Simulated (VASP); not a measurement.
# ZnO (zincite) (P6_3mc) in VASP: further runs, part 2 of 2

VASP 6.6.1.

**3. Single point, HSE06**

POSCAR

```
ZnO
1.0
    3.2353522072      0.0000000000      0.0000000000
   -1.6176761036      2.8018972017      0.0000000000
    0.0000000000      0.0000000000      5.2109131099
Zn O
2 2
Direct
    0.3333333333      0.6666666667      0.4996551081
    0.6666666667      0.3333333333     -0.0003448919
    0.6666666667      0.3333333333      0.3793548919
    0.3333333333      0.6666666667      0.8793548919
```

INCAR.step1

```
SYSTEM = ZnO
ALGO     = Normal         ! electronic algorithm
EDIFF    = 1E-5           ! SCF threshold, eV
ENCUT    = 520            ! plane-wave cutoff, eV
GGA      = PE             ! functional
ISIF     = 2              ! what is computed and relaxed
ISMEAR   = 0              ! smearing method
LASPH    = .True.         ! aspherical terms in the spheres
LREAL    = .False.        ! projectors in reciprocal space
LWAVE    = .True.         ! write WAVECAR
NBANDS   = 26             ! bands
NELM     = 100            ! most SCF steps
PREC     = Accurate       ! precision mode
SIGMA    = 0.01           ! smearing width, eV
```

INCAR.step2

```
SYSTEM = ZnO
ALGO     = Normal         ! electronic algorithm
EDIFF    = 1E-6           ! SCF threshold, eV
ENCUT    = 520            ! plane-wave cutoff, eV
GGA      = PE             ! functional
HFSCREEN = 0.2079         ! screening, 1/A
ISIF     = 2              ! what is computed and relaxed
ISMEAR   = 0              ! smearing method
ISTART   = 1            
LASPH    = .True.         ! aspherical terms in the spheres
LCHARG   = .True.         ! write CHGCAR
LELF     = .True.         ! ELF
LHFCALC  = .True.         ! exact exchange
LREAL    = .False.        ! projectors in reciprocal space
LVHAR    = .True.       
LWAVE    = .False.        ! write WAVECAR
NBANDS   = 26             ! bands
NELM     = 100            ! most SCF steps
PREC     = Accurate       ! precision mode
PRECFOCK = Normal       
SIGMA    = 0.01           ! smearing width, eV
```

KPOINTS

```
k-points
0
Gamma
  6 6 2
  0 0 0
```

Potentials or basis: VASP PAW PBE potentials, release 64 (Zn, O).

On the command line:

```bash
> cat potpaw_PBE.64/Zn/POTCAR potpaw_PBE.64/O/POTCAR > POTCAR
> cp INCAR.step1 INCAR
> mpirun -np 1 vasp_std > vasp.out
> cp INCAR.step2 INCAR
> mpirun -np 1 vasp_std > vasp.out
```

OUTCAR:

```text
SYSTEM = ZnO
   EDIFF = 1E-6
   ENCUT = 520
   GGA = PE
   HFSCREEN = 0.2079
   ISIF = 2
   ISMEAR = 0
   ISTART = 1
   LASPH = .True.
   LHFCALC = .True.
   LREAL = .False.
   NELM = 100
   PREC = Accurate
   PRECFOCK = Normal

 ion  position               nearest neighbor table
   1  0.333  0.667  0.500-   3 1.97   3 1.97   3 1.97   4 1.98
   2  0.667  0.333  1.000-   4 1.97   4 1.97   4 1.97   3 1.98
   3  0.667  0.333  0.379-   1 1.97   1 1.97   1 1.97   2 1.98
   4  0.333  0.667  0.879-   2 1.97   2 1.97   2 1.97   1 1.98

  LATTYP: Found a hexagonal cell.
 ALAT       =     3.2353522072
 C/A-ratio  =     1.6106169518

  Lattice vectors:

 A1 = (   3.2353522072,   0.0000000000,   0.0000000000)
 A2 = (  -1.6176761036,   2.8018972017,   0.0000000000)
 A3 = (   0.0000000000,   0.0000000000,   5.2109131099)

Analysis of symmetry for initial positions (statically):
=====================================================================
 Subroutine PRICEL returns:
 Original cell was already a primitive cell.

 Routine SETGRP: Setting up the symmetry group for a
 hexagonal supercell.

 Subroutine GETGRP returns: Found 12 space group operations
 (whereof  6 operations were pure point group operations)
 out of a pool of 24 trial point group operations.

The static configuration has the point symmetry C_3v.
 The point group associated with its full space group is C_6v.

Analysis of symmetry for dynamics (positions and initial velocities):
=====================================================================
 Subroutine PRICEL returns:
 Original cell was already a primitive cell.

 Routine SETGRP: Setting up the symmetry group for a
 hexagonal supercell.

 Subroutine GETGRP returns: Found 12 space group operations
 (whereof  6 operations were pure point group operations)
 out of a pool of 24 trial point group operations.

The dynamic configuration has the point symmetry C_3v.
 The point group associated with its full space group is C_6v.

 Subroutine INISYM returns: Found 12 space group operations
 (whereof  6 operations are pure point group operations),
 and found     1 'primitive' translations

----------------------------------------------------------------------------------------

                                     Primitive cell

  volume of cell :      47.2376

  direct lattice vectors                    reciprocal lattice vectors
     3.235352207  0.000000000  0.000000000     0.309085359  0.178450515  0.000000000
    -1.617676104  2.801897202  0.000000000     0.000000000  0.356901031  0.000000000
     0.000000000  0.000000000  5.210913110     0.000000000  0.000000000  0.191904946

  length of vectors
     3.235352207  3.235352207  5.210913110     0.356901031  0.356901031  0.191904946

  position of ions in fractional coordinates (direct lattice)
     0.333333333  0.666666667  0.499655108
     0.666666667  0.333333333  0.999655108
     0.666666667  0.333333333  0.379354892
     0.333333333  0.666666667  0.879354892

  ion indices of the primitive-cell ions
   primitive index   ion index
                 1           1
[... 41 lines left out ...]
  0.333333  0.000000  0.500000      6.000000
  0.500000  0.000000  0.500000      3.000000
  0.166667  0.166667  0.500000      6.000000
  0.333333  0.166667  0.500000     12.000000
  0.333333  0.333333  0.500000      2.000000
   k-points           NKPTS =     14   k-points in BZ     NKDIM =     72   number of bands    NBANDS=     26
   number of dos      NEDOS =    301   number of ions     NIONS =      4
   total plane-waves  NPLWV =  23040
   dimension x,y,z NGX =    24 NGY =   24 NGZ =   40
   dimension x,y,z NGXF=    48 NGYF=   48 NGZF=   80
   ions per type =               2   2
   NGX,Y,Z   is equivalent  to a cutoff of  12.33, 12.33, 12.76 a.u.
   NGXF,Y,Z  is equivalent  to a cutoff of  24.66, 24.66, 25.52 a.u.
 SYSTEM =  ZnO
   PREC   = accura    normal or accurate (medium, high low for compatibility)
   ISTART =      1    job   : 0-new  1-cont  2-samecut
   ICHARG =      0    charge: 1-file 2-atom 10-const
   ISPIN  =      1    spin polarized calculation?
   LNONCOLLINEAR =      F non collinear calculations
   LSORBIT =      F    spin-orbit coupling
   LASPH  =      T    aspherical Exc in radial PAW
   ENCUT  =  520.0 eV  38.22 Ry    6.18 a.u.   6.02  6.02  9.69*2*pi/ulx,y,z
   NELM   =    100;   NELMIN=  2; NELMDL=  0     # of ELM steps
   EDIFF  = 0.1E-05   stopping-criterion for ELM
   LREAL  =      F    real-space projection
   EDIFFG = 0.1E-04   stopping-criterion for IOM
   NSW    =      0    number of steps for IOM
   IBRION =     -1    ionic relax: 0-MD 1-quasi-New 2-CG
   NFREE  =      0    steps in history (QN), initial steepest desc. (CG)
   ISIF   =      2    stress and relaxation
   ISYM   =      3    0-nonsym 1-usesym 2-fastsym
   POTIM  = 0.5000    time-step for ionic-motion
   TEBEG  =    0.0;   TEEND  =   0.0 temperature during run
   PSTRESS=    0.0 pullay stress
   NELECT =      36.0000    total number of electrons
   NUPDOWN=      -1.0000    fix difference up-down
   EMIN   =  10.00;   EMAX   =-10.00  energy-range for DOS
   EFERMI =   0.00;   METHOD = LEGACY
   ISMEAR =     0;   SIGMA  =   0.01  broadening in eV -4-tet -1-fermi 0-gaus
   EFERMI_NEDOS =   21; number of points for ismear=-14 and -15
   IALGO  =     38    algorithm
   IMIX   =      1    mixing-type and parameters
     AMIX     =   0.40;   BMIX     =  1.00
     AMIX_MAG =   1.60;   BMIX_MAG =  1.00
  volume/ion in A,a.u.               =      11.81        79.69
  Fermi-wavevector in a.u.,A,eV,Ry     =   1.495362  2.825825 30.424107  2.236109
  Thomas-Fermi vector in A             =   2.607517
   LORBIT       =      0    0 simple, 1 ext, 2 COOP (PROOUT), +10 PAW based schemes
   GGA     = PE    functional components
   LHFCALC =     T    Hartree Fock is set to
   PRECFOCK=normal    Normal, Fast or Accurate (Low or Medium for compatibility)
   ENCUT4O =  -1.0   cutoff for four orbital integrals eV
   NKREDX  =     1    reduce k-point grid by
   NKREDY  =     1    reduce k-point grid by
   NKREDZ  =     1    reduce k-point grid by
   AEXX    =    0.2500 exact exchange contribution
   HFSCREEN=    0.2079 screening length (either q_TF or 0.3 A-1)
   HFSCREENC=   0.2079 screening length for correlation (either q_TF or 0.3 A-1)
   ENCUTFOCK=  -1.0 apply spherical cutoff to Coloumb kernel
   IVDW    =     0    specifies the selected vdW correction
   LEPSILON=     F    determine dielectric tensor
   LRPA    =     F    only Hartree local field effects (RPA)
 non-spin polarized calculation
 Gauss-broadening in eV      SIGMA  =   0.01
  energy-cutoff  :      520.00
  volume of cell :       47.24
 maximum number of plane-waves:      1296
  NGX = 20; NGY = 20; NGZ = 30

 number of electron      36.0000015 magnetization

 Free energy of the ion-electron system (eV)
  ---------------------------------------------------
  ext. energy  EPLUGINS =         0.00000000
  ---------------------------------------------------
  free energy    TOTEN  =       -22.70878553 eV

  energy without entropy =      -22.70878553  energy(sigma->0) =      -22.70878553

 E-fermi :   0.0694     XC(G=0):  -8.9508

 val. band max:        0.0146472551   @ k =   0.0000   0.0000   0.0000
 cond. band min:       2.5041040502   @ k =   0.0000   0.0000   0.0000
 fundamental gap:      2.4894567952
 Fermi energy:         0.0693742756

 k-point     1 :       0.0000    0.0000    0.0000
  band No.  band energies     occupation
      1     -19.5416      2.00000
      2     -18.7843      2.00000
      3      -6.6589      2.00000
      4      -6.6589      2.00000
      5      -6.6180      2.00000
      6      -6.4617      2.00000
[... 395 lines left out ...]
     25      17.7003      0.00000
     26      17.7003      0.00000

------------------------ aborting loop because EDIFF is reached ----------------------------------------

  FORCE on cell =-STRESS in cart. coord.  units (eV):
  Direction    XX          YY          ZZ          XY          YZ          ZX
  --------------------------------------------------------------------------------------
  -------------------------------------------------------------------------------------
  Total        0.8770765      0.8770765      0.7598980      0.0000000     -0.0000000      0.0000000
  in kB       29.7481831     29.7481831     25.7737892      0.0000000     -0.0000000      0.0000000
  external PRESSURE =      28.4233851 kB  Pullay stress =       0.0000000 kB

 VOLUME and BASIS-vectors are now :
 -----------------------------------------------------------------------------
  energy-cutoff  :      520.00
  volume of cell :       47.24
      direct lattice vectors                 reciprocal lattice vectors
     3.235352207  0.000000000  0.000000000     0.309085359  0.178450515  0.000000000
    -1.617676104  2.801897202  0.000000000     0.000000000  0.356901031  0.000000000
     0.000000000  0.000000000  5.210913110     0.000000000  0.000000000  0.191904946

 POSITION                                       TOTAL-FORCE (eV/Angst)
 -----------------------------------------------------------------------------------
     -0.00000      1.86793      2.60366         0.000000     -0.000000     -0.007026
      1.61768      0.93397      5.20912        -0.000000      0.000000     -0.007026
      1.61768      0.93397      1.97679        -0.000000      0.000000      0.007026
     -0.00000      1.86793      4.58224         0.000000     -0.000000      0.007026
 -----------------------------------------------------------------------------------
    total drift:                                0.000000      0.000002     -0.002226

  FREE ENERGIE OF THE ION-ELECTRON SYSTEM (eV)
  ---------------------------------------------------
  free  energy   TOTEN  =       -22.7087855276 eV

  energy  without entropy=      -22.7087855276  energy(sigma->0) =      -22.70878553
```

Wall time 30 min (1 thread of Intel Xeon Platinum 8559C (Emerald Rapids), shared host); peak memory 0.27 GiB.

What came out:

```yaml
Free_energy: -22.7088 eV
Pressure: 2.8 GPa
Largest_force: 0.007 eV/Å
Band_gap_on_the_k_mesh: 2.49 eV, direct
```

Forces on the atoms (eV/Å):
```
Zn   0.000  0.000 -0.007
Zn   0.000  0.000 -0.007
O    0.000  0.000  0.007
O    0.000  0.000  0.007
```

Levels at points of the mesh, in eV from the valence-band top:
```
           k point  band 15  band 16  band 17  band 18  band 19  band 20  band 21  band 22
(0.00, 0.00, 0.00)    -0.86    -0.09     0.00     0.00     2.49     7.23    10.31    15.06
(0.50, 0.00, 0.00)    -3.09    -2.42    -1.42    -0.90     7.81     8.68     9.39    10.85
(0.00, 0.00, 0.50)    -0.43    -0.43    -0.43    -0.43     5.25     5.25    12.20    12.20
(0.50, 0.00, 0.50)    -1.63    -1.63    -1.48    -1.48     7.53     7.53    10.73    10.73
```

Caveat: the k mesh is coarse (spacing up to 0.60 Å⁻¹), so the values aren't converged, least of all with exact exchange; the PAW data sets were made with another functional, which shifts forces and pressure a little.

**4. How close it comes**

Step 2. Against the measured gap of ZnO, 3.37 eV (quoted in “Electronic structure of alkaline earth and post-transition metal oxides”, 2009, arxiv:0908.1581), the calculated 0.79 eV is off by -2.58 eV. So large a miss can be the level of theory's own, or it may mean another phase, state or a wrong row. The value is that of PBE, without temperature or zero-point motion. Semilocal functionals fall short of measured gaps as a rule.
